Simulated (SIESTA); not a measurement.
**CuO under changes of volume**

One of the cells (11.053 Å³/atom); the others are scaled copies at fixed shape and fractional positions:

```
Cu O
1.0
     1.99097   -2.15355    0.00000
     1.99097    2.15355    0.00000
     0.00000    0.00000    5.15593
Cu O
2 2
Cartesian
  0.9955 -1.0768 0.0000
  0.9955 1.0768 2.5780
  1.9910 0.0000 1.2890
  1.9910 0.0000 3.8669
```

Measurements of this composition are mostly on another form, of space group No. 15.

```yaml
Program: SIESTA 5.4.2
Functional: LDA
Potentials_or_basis: PseudoDojo 0.4 standard (LDA files)
Basis: DZP (energy shift 0.003 Ry; two zetas on semicore shells)
Grid_cutoff: 800 Ry
Energy_shift: 0.003 Ry
k_mesh: 9 × 9 × 5
Occupations: fermi-dirac, width 0.05 eV
Spin: no spin polarisation
```

```tsv
volume (Å³/atom)	energy over the lowest point (meV/atom)	pressure (GPa)
10.390	0.00	-0.4
10.611	3.28	-4.3
10.832	11.54	-7.6
11.053	?	?
11.274	40.53	-13.1
11.496	60.31	-15.5
11.717	83.15	-17.6
```

Q: What does the run at 11.053 Å³/atom give?

A: Energy over the lowest point 24.12 meV/atom; pressure -10.5 GPa.

Worked out: A Birch-Murnaghan fit of order 3 (a polynomial in V^(-2/3)) to the other rows has its minimum at 10.36 Å³/atom, just outside them, with B0 = V·E''(V) = 192 GPa and B' = 4.8 at fixed shape and positions, which overstates the stiffness. It gives 24.10 meV/atom at 11.053 Å³/atom, against the run's 24.12, and -dE/dV = -10.6 GPa, against -10.5.

Energies are extrapolated to zero smearing.

Caveats: short orbitals over semicore shells can move pressures by several GPa; the basis of atomic orbitals isn't converged, which shifts pressures, moduli and gaps; the run has no spin polarisation, though such a crystal can be magnetic.
